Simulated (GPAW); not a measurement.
## FeO (Wuestite): band structure with PBEsol+U

**What was measured.**

From “W\"ustite: Electric, thermodynamic and optical properties of FeO”, 2012, arxiv:1203.1201, for a bulk crystal of FeO: band gap 2.4 eV (optical).

The system is FeO (Wuestite).

```
Fe O
1.0
     0.00000    2.15540    2.15540
     2.15540    0.00000    2.15540
     2.15540    2.15540    0.00000
Fe O
1 1
Cartesian
  0.0000 0.0000 0.0000
  2.1554 2.1554 2.1554
```

* Program: GPAW 26.7.0
* Task: band structure
* Functional: PBEsol
* Potentials or basis: PAW data sets generated in the run's folder for this functional
* Cutoff: 800 eV
* Basis: pw
* k mesh: 11 × 11 × 11
* Occupations: fermi-dirac, width 0.05 eV
* Spin: collinear spin, ferromagnetic start
* Starting moments: [3.0, 0.0] μB
* Hubbard terms: Fe d U = 3 eV
* Maxiter: 150
* Band path: GXWKGLUWLK,UX
* Band points: 100

* Pressure: -5.8 GPa
* Band gap along the path: none (metal or under the smearing width)
* Net moment: 4.01 μB per cell
* Site moments: Fe +3.68; O +0.19 μB

Levels at the corners of the path, in eV from the Fermi level:
Spin up:
| point | band 6 | band 7 | band 8 | band 9 | band 10 |
| --- | --- | --- | --- | --- | --- |
| Γ | -6.04 | -4.34 | -4.34 | -4.34 | -0.63 |
| X | -5.55 | -5.11 | -5.08 | -5.08 | 4.42 |
| W | -5.08 | -4.86 | -4.86 | -3.45 | 6.67 |
| K | -5.21 | -4.71 | -4.42 | -3.29 | 5.96 |
| Γ | -6.04 | -4.34 | -4.34 | -4.34 | -0.63 |
| L | -5.34 | -4.44 | -1.75 | -1.75 | 3.27 |
| U | -5.21 | -4.71 | -4.42 | -3.29 | 5.96 |
| W | -5.08 | -4.86 | -4.86 | -3.45 | 6.67 |
| L | -5.34 | -4.44 | -1.75 | -1.75 | 3.27 |
| K | -5.21 | -4.71 | -4.42 | -3.29 | 5.96 |
| U | -5.21 | -4.71 | -4.42 | -3.29 | 5.96 |
| X | -5.55 | -5.11 | -5.08 | -5.08 | 4.42 |
Spin down:
| point | band 3 | band 4 | band 5 | band 6 | band 7 | band 8 |
| --- | --- | --- | --- | --- | --- | --- |
| Γ | -3.88 | -3.88 | -0.77 | -0.77 | -0.77 | 0.06 |
| X | -5.10 | -5.10 | -2.33 | 0.88 | 0.88 | 1.44 |
| W | -6.81 | -6.08 | -0.09 | -0.09 | 0.88 | 1.74 |
| K | -6.78 | -5.38 | -0.93 | 0.67 | 0.73 | 1.94 |
| Γ | -3.88 | -3.88 | -0.77 | -0.77 | -0.77 | 0.06 |
| L | -5.55 | -5.55 | 0.50 | 0.50 | 0.60 | 3.32 |
| U | -6.78 | -5.38 | -0.93 | 0.67 | 0.73 | 1.94 |
| W | -6.81 | -6.08 | -0.09 | -0.09 | 0.88 | 1.74 |
| L | -5.55 | -5.55 | 0.50 | 0.50 | 0.60 | 3.32 |
| K | -6.78 | -5.38 | -0.93 | 0.67 | 0.73 | 1.94 |
| U | -6.78 | -5.38 | -0.93 | 0.67 | 0.73 | 1.94 |
| X | -5.10 | -5.10 | -2.33 | 0.88 | 0.88 | 1.44 |

Run time: 65 s on 1 thread of Arm Neoverse V2, on a shared host, peak memory 0.31 GiB.

A measured gap of FeO is 2.4 eV (optical; quoted in “W\"ustite: Electric, thermodynamic and optical properties of FeO”, 2012, arxiv:1203.1201); the calculated 0.00 eV misses it by -2.40 eV. So large a miss can be the level of theory's own, or it may mean another phase, state or a wrong row. The value is that of PBEsol+U, without temperature or zero-point motion. The run's magnetic order (collinear spin, ferromagnetic start) needn't be the measured crystal's.

Caveat: a cell with one magnetic atom can't hold antiferromagnetic order, which such compounds often take. The state reached can hang on the start; a lower one may exist.
